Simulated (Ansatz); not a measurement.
The system is NiGe.

```
Ge Ni
1.0
     5.38100    0.00000    0.00000
     0.00000    3.42800    0.00000
     0.00000    0.00000    5.81100
Ge Ni
4 4
Cartesian
  1.6789 2.5710 5.3287
  3.7021 0.8570 0.4823
  1.0116 0.8570 2.4232
  4.3694 2.5710 3.3878
  2.6636 2.5710 1.8014
  2.7174 0.8570 4.0096
  0.0269 0.8570 4.7069
  5.3541 2.5710 1.1041
```

- Program: Ansatz 0.2.0
- Task: relaxation of cell and atoms
- Functional: r2SCAN
- Potentials or basis: Ansatz PAW
- Cutoff: 500 eV (not typed: the program's choice for these potentials)
- k mesh: 5 × 8 × 5
- Occupations: fermi-dirac, width 0.05 eV
- Spin: collinear spin, ferromagnetic start
- Starting moments: [0.0, 0.0, 0.0, 0.0, 1.0, 1.0, 1.0, 1.0] μB

At the start: volume 13.40 Å³/atom.

Task: How do energy, volume and symmetry change on relaxing?

Result: It ends after 6 steps and the volume is 13.29 Å³/atom (-0.8 %); space group Pnma (No. 62, to 0.05 Å); moment 0.00 μB per cell.

The path:
```csv
step,energy change (eV),largest force (eV/Å),volume (Å³)
1,0.0000,0.1245,107.19
2,-0.0215,0.0928,106.57
3,-0.0347,0.0239,106.38
4,-0.0372,0.0082,106.32
5,-0.0372,0.0014,106.35
6,-0.0369,0.0013,106.35
```

Final structure:
```cif
data_structure
_symmetry_space_group_name_H-M 'P 1'
_symmetry_Int_Tables_number 1
_cell_length_a 5.2548
_cell_length_b 3.4849
_cell_length_c 5.8076
_cell_angle_alpha 90.000
_cell_angle_beta 90.000
_cell_angle_gamma 90.000
_cell_volume 106.35
loop_
_atom_site_label
_atom_site_type_symbol
_atom_site_fract_x
_atom_site_fract_y
_atom_site_fract_z
_atom_site_occupancy
Ge1 Ge 0.30900 0.75000 0.91243 1
Ge2 Ge 0.69100 0.25000 0.08757 1
Ge3 Ge 0.19100 0.25000 0.41243 1
Ge4 Ge 0.80900 0.75000 0.58757 1
Ni1 Ni 0.49473 0.75000 0.30623 1
Ni2 Ni 0.50527 0.25000 0.69377 1
Ni3 Ni 0.00527 0.25000 0.80623 1
Ni4 Ni 0.99473 0.75000 0.19377 1
```

Caveat: the magnetic or orbital state may not be the lowest; the plane-wave basis is chosen anew once the cell has moved, so the energies of steps on either side of that aren't comparable; the PAW data sets come from PBE, with cores solved anew for the run's functional, which leaves a small shift of forces and pressure; the starting moments weren't kept.
